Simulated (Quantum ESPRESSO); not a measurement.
# TePb (Pm-3m) in Quantum ESPRESSO: further runs

Runs on TePb. Level: PBE. Tasks: band structure, single point, equation of state.

Program: Quantum ESPRESSO 7.5. These are calculated values, not measurements. Logs are shortened: lines on timing, memory, paths and dates and some standing lists are left out, and cuts for length are marked.

## Step 1: The structure

It takes space group Pm-3m (No. 221, cubic). Conventional cell: a = 4.002 Å, b = 4.002 Å, c = 4.002 Å, α = 90.00°, β = 90.00°, γ = 90.00°. Around Pb (site symmetry m-3m) lie 8 Te at 3.47 Å. Te (site symmetry m-3m) is surrounded by 8 Pb at 3.47 Å.

Measurements of this composition are mostly on another form, of space group No. 225.

## Step 2: Band structure, PBE

Input file pw.in:

```
&CONTROL
  calculation = 'scf'
  prefix = 'pwscf'
  outdir = './tmp'
  pseudo_dir = './pseudo'
  tprnfor = .true.
  tstress = .true.
  disk_io = 'low'
/
&SYSTEM
  ibrav = 0
  nat = 2
  ntyp = 2
  ecutwfc = 80
  nbnd = 22
  occupations = 'smearing'
  smearing = 'fd'
  degauss = 0.00367493
/
&ELECTRONS
  conv_thr = 4d-10
  electron_maxstep = 120
  mixing_beta = 0.5
/
ATOMIC_SPECIES
Pb   207.2000 Pb.upf
Te   127.6000 Te.upf
CELL_PARAMETERS angstrom
   4.0022870000    0.0000000000    0.0000000000
   0.0000000000    4.0022870000    0.0000000000
   0.0000000000    0.0000000000    4.0022870000
ATOMIC_POSITIONS crystal
Pb     0.0000000000    0.0000000000    0.0000000000
Te     0.5000000000    0.5000000000    0.5000000000
K_POINTS automatic
7 7 7 0 0 0
```

Input file bands.in:

```
&CONTROL
  calculation = 'bands'
  prefix = 'pwscf'
  outdir = './tmp'
  pseudo_dir = './pseudo'
  disk_io = 'low'
  verbosity = 'high'
/
&SYSTEM
  ibrav = 0
  nat = 2
  ntyp = 2
  ecutwfc = 80
  nbnd = 22
  occupations = 'smearing'
  smearing = 'fd'
  degauss = 0.00367493
/
&ELECTRONS
  conv_thr = 1d-08
  electron_maxstep = 120
  mixing_beta = 0.5
  diago_full_acc = .true.
/
ATOMIC_SPECIES
Pb   207.2000 Pb.upf
Te   127.6000 Te.upf
CELL_PARAMETERS angstrom
   4.0022870000    0.0000000000    0.0000000000
   0.0000000000    4.0022870000    0.0000000000
   0.0000000000    0.0000000000    4.0022870000
ATOMIC_POSITIONS crystal
Pb     0.0000000000    0.0000000000    0.0000000000
Te     0.5000000000    0.5000000000    0.5000000000
K_POINTS crystal
60
 0.0000000000  0.0000000000  0.0000000000 1
 0.0000000000  0.0714285714  0.0000000000 1
 0.0000000000  0.1428571429  0.0000000000 1
 0.0000000000  0.2142857143  0.0000000000 1
 0.0000000000  0.2857142857  0.0000000000 1
 0.0000000000  0.3571428571  0.0000000000 1
 0.0000000000  0.4285714286  0.0000000000 1
 0.0000000000  0.5000000000  0.0000000000 1
 0.0714285714  0.5000000000  0.0000000000 1
 0.1428571429  0.5000000000  0.0000000000 1
 0.2142857143  0.5000000000  0.0000000000 1
 0.2857142857  0.5000000000  0.0000000000 1
 0.3571428571  0.5000000000  0.0000000000 1
 0.4285714286  0.5000000000  0.0000000000 1
 0.5000000000  0.5000000000  0.0000000000 1
 0.4545454545  0.4545454545  0.0000000000 1
 0.4090909091  0.4090909091  0.0000000000 1
 0.3636363636  0.3636363636  0.0000000000 1
 0.3181818182  0.3181818182  0.0000000000 1
 0.2727272727  0.2727272727  0.0000000000 1
 0.2272727273  0.2272727273  0.0000000000 1
 0.1818181818  0.1818181818  0.0000000000 1
 0.1363636364  0.1363636364  0.0000000000 1
 0.0909090909  0.0909090909  0.0000000000 1
 0.0454545455  0.0454545455  0.0000000000 1
 0.0000000000  0.0000000000  0.0000000000 1
 0.0357142857  0.0357142857  0.0357142857 1
 0.0714285714  0.0714285714  0.0714285714 1
 0.1071428571  0.1071428571  0.1071428571 1
 0.1428571429  0.1428571429  0.1428571429 1
 0.1785714286  0.1785714286  0.1785714286 1
 0.2142857143  0.2142857143  0.2142857143 1
 0.2500000000  0.2500000000  0.2500000000 1
 0.2857142857  0.2857142857  0.2857142857 1
 0.3214285714  0.3214285714  0.3214285714 1
 0.3571428571  0.3571428571  0.3571428571 1
 0.3928571429  0.3928571429  0.3928571429 1
 0.4285714286  0.4285714286  0.4285714286 1
 0.4642857143  0.4642857143  0.4642857143 1
 0.5000000000  0.5000000000  0.5000000000 1
 0.4545454545  0.5000000000  0.4545454545 1
 0.4090909091  0.5000000000  0.4090909091 1
 0.3636363636  0.5000000000  0.3636363636 1
 0.3181818182  0.5000000000  0.3181818182 1
 0.2727272727  0.5000000000  0.2727272727 1
 0.2272727273  0.5000000000  0.2272727273 1
 0.1818181818  0.5000000000  0.1818181818 1
 0.1363636364  0.5000000000  0.1363636364 1
 0.0909090909  0.5000000000  0.0909090909 1
 0.0454545455  0.5000000000  0.0454545455 1
 0.0000000000  0.5000000000  0.0000000000 1
 0.5000000000  0.5000000000  0.0000000000 1
 0.5000000000  0.5000000000  0.0625000000 1
 0.5000000000  0.5000000000  0.1250000000 1
 0.5000000000  0.5000000000  0.1875000000 1
 0.5000000000  0.5000000000  0.2500000000 1
 0.5000000000  0.5000000000  0.3125000000 1
 0.5000000000  0.5000000000  0.3750000000 1
 0.5000000000  0.5000000000  0.4375000000 1
 0.5000000000  0.5000000000  0.5000000000 1
```

Potentials or basis: PseudoDojo 0.4.1 SR PBE standard.

The run is started by

```console
$ OMP_NUM_THREADS=1 pw.x -in pw.in > pw.out
$ OMP_NUM_THREADS=1 pw.x -in bands.in > bands.out
```

pw.out:

```text
This program is part of the open-source Quantum ESPRESSO suite
     for quantum simulation of materials; please cite
[... 6 lines left out ...]
     using ibrav=0 with symmetry is DISCOURAGED, use correct ibrav instead

     G-vector sticks info
     --------------------
     sticks:   dense  smooth     PW     G-vecs:    dense   smooth      PW
     Sum        1457    1457    421                41851    41851    6403

     Using Slab Decomposition

     bravais-lattice index     =            0
     lattice parameter (alat)  =       7.5632  a.u.
     unit-cell volume          =     432.6346 (a.u.)^3
     number of atoms/cell      =            2
     number of atomic types    =            2
     number of electrons       =        30.00
     number of Kohn-Sham states=           22
     kinetic-energy cutoff     =      80.0000  Ry
     charge density cutoff     =     320.0000  Ry
     scf convergence threshold =      4.0E-10
     mixing beta               =       0.5000
     number of iterations used =            8  plain     mixing
     Exchange-correlation= PBE
                           (   1   4   3   4   0   0   0)

     celldm(1)=   7.563226  celldm(2)=   0.000000  celldm(3)=   0.000000
     celldm(4)=   0.000000  celldm(5)=   0.000000  celldm(6)=   0.000000

     crystal axes: (cart. coord. in units of alat)
               a(1) = (   1.000000   0.000000   0.000000 )
               a(2) = (   0.000000   1.000000   0.000000 )
               a(3) = (   0.000000   0.000000   1.000000 )

     reciprocal axes: (cart. coord. in units 2 pi/alat)
               b(1) = (  1.000000  0.000000  0.000000 )
               b(2) = (  0.000000  1.000000  0.000000 )
               b(3) = (  0.000000  0.000000  1.000000 )

     PseudoPot. # 1 for Pb read from file:
     Pb.upf
     Pseudo is Norm-conserving + core correction, Zval = 14.0
     Generated using ONCVPSP code by D. R. Hamann
     Using radial grid of 1678 points,  6 beta functions with:
                l(1) =   0
                l(2) =   0
                l(3) =   1
                l(4) =   1
                l(5) =   2
                l(6) =   2

     PseudoPot. # 2 for Te read from file:
     Te.upf
     Pseudo is Norm-conserving + core correction, Zval = 16.0
     Generated using ONCVPSP code by D. R. Hamann
     Using radial grid of 1294 points,  6 beta functions with:
                l(1) =   0
                l(2) =   0
                l(3) =   1
                l(4) =   1
                l(5) =   2
                l(6) =   2

     atomic species   valence    mass     pseudopotential
     Pb               14.00   207.20000     Pb( 1.00)
     Te               16.00   127.60000     Te( 1.00)

     48 Sym. Ops., with inversion, found

   Cartesian axes

     site n.     atom                  positions (alat units)
         1        Pb     tau(   1) = (   0.0000000   0.0000000   0.0000000  )
         2        Te     tau(   2) = (   0.5000000   0.5000000   0.5000000  )

     number of k points=    20  Fermi-Dirac smearing, width (Ry)=  0.0037
                       cart. coord. in units 2pi/alat
        k(    1) = (   0.0000000   0.0000000   0.0000000), wk =   0.0058309
        k(    2) = (   0.0000000   0.0000000   0.1428571), wk =   0.0349854
        k(    3) = (   0.0000000   0.0000000   0.2857143), wk =   0.0349854
        k(    4) = (   0.0000000   0.0000000   0.4285714), wk =   0.0349854
        k(    5) = (   0.0000000   0.1428571   0.1428571), wk =   0.0699708
        k(    6) = (   0.0000000   0.1428571   0.2857143), wk =   0.1399417
[... 12 lines left out ...]
        k(   19) = (   0.2857143   0.4285714   0.4285714), wk =   0.1399417
        k(   20) = (   0.4285714   0.4285714   0.4285714), wk =   0.0466472

     Dense  grid:    41851 G-vectors     FFT dimensions: (  45,  45,  45)

     Initial potential from superposition of free atoms

     starting charge      29.9977, renormalised to      30.0000
     Starting wfcs are   18 randomized atomic wfcs +    4 random wfcs

     Self-consistent Calculation

     iteration #  1     ecut=    80.00 Ry     beta= 0.50
     Davidson diagonalization with overlap
     ethr =  1.00E-02,  avg # of iterations =  3.6

     Threshold (ethr) on eigenvalues was too large:
     Diagonalizing with lowered threshold

     Davidson diagonalization with overlap
     ethr =  1.81E-04,  avg # of iterations =  2.6

     total energy              =    -350.49345321 Ry
     estimated scf accuracy    <       0.05312208 Ry

     iteration #  2     ecut=    80.00 Ry     beta= 0.50
     Davidson diagonalization with overlap
     ethr =  1.77E-04,  avg # of iterations =  2.1

     total energy              =    -350.50556996 Ry
     estimated scf accuracy    <       0.01453521 Ry

     iteration #  3     ecut=    80.00 Ry     beta= 0.50
     Davidson diagonalization with overlap
     ethr =  4.85E-05,  avg # of iterations =  2.8

     total energy              =    -350.50867781 Ry
     estimated scf accuracy    <       0.00105838 Ry
[... 33 lines left out ...]
     total energy              =    -350.50891628 Ry
     estimated scf accuracy    <          6.6E-09 Ry

     iteration #  9     ecut=    80.00 Ry     beta= 0.50
     Davidson diagonalization with overlap
     ethr =  2.20E-11,  avg # of iterations =  2.0

     total energy              =    -350.50891629 Ry
     estimated scf accuracy    <          7.9E-10 Ry

     iteration # 10     ecut=    80.00 Ry     beta= 0.50
     Davidson diagonalization with overlap
     ethr =  2.65E-12,  avg # of iterations =  1.9

     End of self-consistent calculation

          k = 0.0000 0.0000 0.0000 (  5185 PWs)   bands (ev):

   -26.3561 -26.3561 -26.3534 -26.3534 -26.3534  -7.1677  -7.1677  -7.0839
    -7.0839  -7.0839  -2.1855   3.1888   8.4171   8.4171   8.4171  14.0062
    14.0062  15.2106  15.2106  15.2106  19.9214  21.2134

          k = 0.0000 0.0000 0.1429 (  5225 PWs)   bands (ev):

   -26.3561 -26.3554 -26.3536 -26.3536 -26.3534  -7.1671  -7.1547  -7.0887
    -7.0887  -7.0836  -2.0239   2.8580   8.2828   8.5976   8.5976  13.8637
    14.1576  14.6997  14.6997  15.2583  20.2063  20.5838

          k = 0.0000 0.0000 0.2857 (  5206 PWs)   bands (ev):

   -26.3561 -26.3540 -26.3540 -26.3538 -26.3534  -7.1656  -7.1256  -7.0995
    -7.0995  -7.0828  -1.5659   2.0019   8.3721   9.0978   9.0978  12.0840
    13.5419  13.5419  14.6004  17.6143  18.4061  20.7503
[... 91 lines left out ...]
          k = 0.2857 0.4286 0.4286 (  5233 PWs)   bands (ev):

   -26.3552 -26.3548 -26.3548 -26.3518 -26.3505  -7.1405  -7.1237  -7.1230
    -7.0864  -7.0617   0.0294   2.3452   6.4931   6.6734   8.1494  10.0054
    10.8751  11.6016  19.4434  20.6599  21.1543  22.3523

          k = 0.4286 0.4286 0.4286 (  5244 PWs)   bands (ev):

   -26.3551 -26.3551 -26.3551 -26.3505 -26.3505  -7.1359  -7.1342  -7.1342
    -7.0612  -7.0612   0.1863   2.6536   7.0596   7.3472   7.3472   9.3665
     9.3665  10.1357  21.8488  22.5309  22.5309  24.6526

     the Fermi energy is     9.9777 ev

!    total energy              =    -350.50891629 Ry
     estimated scf accuracy    <          4.1E-11 Ry
     smearing contrib. (-TS)   =      -0.00099475 Ry
     internal energy E=F+TS    =    -350.50792154 Ry

     The total energy is F=E-TS. E is the sum of the following terms:
     one-electron contribution =    -120.32672373 Ry
     hartree contribution      =      76.09602414 Ry
     xc contribution           =     -89.21036322 Ry
     ewald contribution        =    -217.06685873 Ry

     convergence has been achieved in  10 iterations

     Forces acting on atoms (cartesian axes, Ry/au):

     atom    1 type  1   force =     0.00000000    0.00000000    0.00000000
     atom    2 type  2   force =     0.00000000    0.00000000    0.00000000

     Total force =     0.000000     Total SCF correction =     0.000000

     Computing stress (Cartesian axis) and pressure

          total   stress  (Ry/bohr**3)                   (kbar)     P=        0.06
   0.00000043   0.00000000   0.00000000            0.06        0.00        0.00
   0.00000000   0.00000043   0.00000000            0.00        0.06        0.00
   0.00000000   0.00000000   0.00000043            0.00        0.00        0.06

=------------------------------------------------------------------------------=
   JOB DONE.
=------------------------------------------------------------------------------=
```

Wall time 93 s (1 thread of Arm Neoverse V1, shared host); peak memory 0.15 GiB.

Results:

```yaml
Free_energy: -4768.9168 eV
Pressure: 0.0 GPa
Band_gap_on_the_k_mesh: none (metal or under the smearing width)
```

Levels at the corners of the path, in eV from the Fermi level:
```
point  band 13  band 14  band 15  band 16  band 17  band 18
    Γ    -1.56    -1.56    -1.56     4.03     4.03     5.23
    X    -0.78    -0.15    -0.15     0.19     2.32     2.32
    M    -4.38    -4.38     0.23     3.52     3.72     3.72
    Γ    -1.56    -1.56    -1.56     4.03     4.03     5.23
    R    -2.47    -2.47    -2.47    -1.04    -1.04    -1.04
    X    -0.78    -0.15    -0.15     0.19     2.32     2.32
    M    -4.38    -4.38     0.23     3.52     3.72     3.72
    R    -2.47    -2.47    -2.47    -1.04    -1.04    -1.04
```

Caveat: some levels on the path didn't converge; spin-orbit coupling is left out, which moves the levels of the heavy elements.

(Part 1 of 2 ends here.)
